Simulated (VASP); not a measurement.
# Hf: electric field gradients with PBE

Crystal: Hf.

```
Hf
1.0
     0.00000    2.23684    2.18670
     2.23684    0.00000    2.18670
     2.23684    2.23684    0.00000
Hf
1
Direct
  0.00000 0.00000 0.00000
```

This isn't the form of Hf at room conditions, which is hcp.

The cell isn't the ideal one: z stretched by -1.5 % at fixed volume, crystal datasets.

```json
{
 "Program": "VASP 6.6.1",
 "Task": "electric field gradients",
 "Functional": "PBE",
 "Potentials or basis": "VASP PAW PBE potentials, release 64 (Hf_pv)",
 "Cutoff": "520 eV",
 "k mesh": "16 × 16 × 16",
 "Occupations": "fermi-dirac, width 0.03 eV",
 "Spin": "no spin polarisation",
 "Dipole correction": "no",
 "Further INCAR settings": "ALGO = Normal; EDIFF = 1e-08; NBANDS = 11"
}
```

| Property | Result |
| --- | --- |
| Pressure | 2.7 GPa |
| Band gap on the k mesh | none (metal or under the smearing width) |

Stress tensor (GPa, compression positive):
```
2.48 0.00 0.00
0.00 2.48 0.00
0.00 0.00 3.11
```

Levels at points of the mesh, in eV from the Fermi level:
```csv
k point,band 3,band 4,band 5,band 6,band 7,band 8
"(0.00, 0.00, 0.00)",-29.92,-7.28,1.34,1.34,1.60,4.10
"(0.50, 0.00, 0.00)",-30.02,-3.69,0.66,1.04,1.35,6.38
"(0.50, 0.50, 0.00)",-30.26,-3.30,-2.24,2.90,6.47,7.12
"(0.50, 0.00, 0.50)",-30.20,-3.35,-2.17,2.53,6.48,6.97
```

Electric field gradients, principal values (V/Å²):
```
atom     Vxx     Vyy     Vzz
1 Hf  -8.611  -8.612  17.223
```

Wall time 24 s on 1 thread of Intel(R) Xeon(R) 6975P-C (Granite Rapids) (shared host), peak memory 0.2 GiB.

Spin-orbit coupling is left out, which matters for the levels of Hf.
